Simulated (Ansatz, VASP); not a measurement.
Given: the input of a run of Ansatz 0.2.0 on PtSe2 (Sudovikovite).

Contents of input.yaml:

```yaml
crystal:
  lattice:
    - [3.724, 0.0, 0.0]
    - [-1.862, 3.2250786037, 0.0]
    - [0.0, 0.0, 5.062]
  atoms:
    - { symbol: Pt, position: [0.0, 0.0, 0.0] }
    - { symbol: Se, position: [0.6666666667, 0.3333333333, 0.75] }
    - { symbol: Se, position: [0.3333333333, 0.6666666667, 0.25] }
kpoints:
  mp_grid: { grid: [3, 3, 2] }
scf:
  occupations: { method: fermi_dirac, width: 0.02 }
hamiltonian:
  xc: pbe
  pseudopotentials: { kind: all_electron, lapw: { basis_error: 0.002 } }
output:
  forces: true
  stress: true
  eigenvalues: true
```

Potentials or basis: all-electron LAPW, scalar-relativistic.

Command:

```console
$ ansatz run input.yaml --threads 2 --pin off --max-ram 6144MiB --backend cpu --events-out ev --progress --plain --runs-dir out
```

Task: Set up the same calculation for VASP 6.6.1. Potentials there: VASP PAW PBE potentials, release 64 (Pt, Se).

Result: As run (the cutoff follows the program's own potentials):

INCAR

```
  ALGO = Normal
  EDIFF = 1E-6
  ENCUT = 520
  GGA = PE
  ISIF = 2
  ISMEAR = -1
  LASPH = T
  LCHARG = F
  LREAL = F
  LWAVE = F
  NBANDS = 18
  NELM = 100
  PREC = Accurate
  SIGMA = 0.02
```

The input KPOINTS:

```
k-points
0
Gamma
  3 3 2
```

Contents of POSCAR:

```
PtSe2
1.0
    3.7240000000      0.0000000000      0.0000000000
   -1.8620000000      3.2250786037      0.0000000000
    0.0000000000      0.0000000000      5.0620000000
Pt Se
1 2
Direct
    0.0000000000      0.0000000000      0.0000000000
    0.6666666667      0.3333333333      0.7500000000
    0.3333333333      0.6666666667      0.2500000000
```

Potentials or basis: VASP PAW PBE potentials, release 64 (Pt, Se).

Command:

```console
$ cat potpaw_PBE.64/Pt/POTCAR potpaw_PBE.64/Se/POTCAR > POTCAR
$ mpirun -np 1 vasp_std > vasp.out
```

Both were run:

|  | VASP | Ansatz | Ansatz less VASP |
| --- | --- | --- | --- |
| gap on the k mesh at the Fermi level (eV) | none | none | - |
| pressure (GPa) | 7.1 | 7.1 | +0.03 |
| largest component of the traceless stress (GPa) | 1.06 | 1.07 | +0.013 |
| rms of the force components (eV/Å) | 0.226 | 0.223 | -0.0036 |

Atom by atom the forces differ by 0.004 eV/Å (rms over components). A gap of «none» marks a metal or a gap that the smearing closes. Ansatz ran all-electron here, so the differences hold the error of VASP's frozen core and of both bases.

Caveats: the k mesh is coarse (spacing up to 0.65 Å⁻¹), so the values aren't converged. Spin-orbit coupling is left out, which matters for the levels of Pt.
